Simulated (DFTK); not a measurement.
# WC (Qusongite) under changes of volume

One of the cells (10.584 Å³/atom); the others are scaled copies at fixed shape and fractional positions:

```
CELL_PARAMETERS angstrom
2.92575 0.00000 0.00000
-1.46287 2.53377 0.00000
0.00000 0.00000 2.85539
ATOMIC_POSITIONS crystal
W 0.00000 0.00000 0.00000
C 0.66667 0.33333 0.50000
```

- Program: DFTK 0.8.2
- Functional: r2SCAN
- Potentials or basis: cp2k.nc.sr.pbe.v0_1.semicore.gth (PBE, GTH)
- Cutoff: 2068 eV
- k mesh: 6 × 6 × 5
- Occupations: fermi-dirac, width 0.05 eV
- Spin: no spin polarisation

```tsv
volume (Å³/atom)	energy over the lowest point (meV/atom)	pressure (GPa)
9.961	22.63	18.0
10.169	?	?
10.376	0.00	-0.1
10.584	5.10	-7.8
10.791	19.71	-14.8
10.999	42.89	-21.1
```

Task: What does the run at 10.169 Å³/atom give?

Result: Energy over the lowest point 5.45 meV/atom; pressure 8.5 GPa.

Worked out: A Birch-Murnaghan fit of order 3 (a polynomial in V^(-2/3)) to the other rows has its minimum at 10.38 Å³/atom with B0 = V·E''(V) = 407 GPa and B' = 4.3 at fixed shape and positions, which overstates the stiffness. It gives 5.41 meV/atom at 10.169 Å³/atom, against the run's 5.45, and -dE/dV = 8.6 GPa, against 8.5.

Energies are extrapolated to zero smearing.

Caveats: all runs use coarse meshes; GTH potentials come without recommended cutoffs, and this one wasn't checked for convergence; the potentials were made for another functional, which shifts forces and pressure.
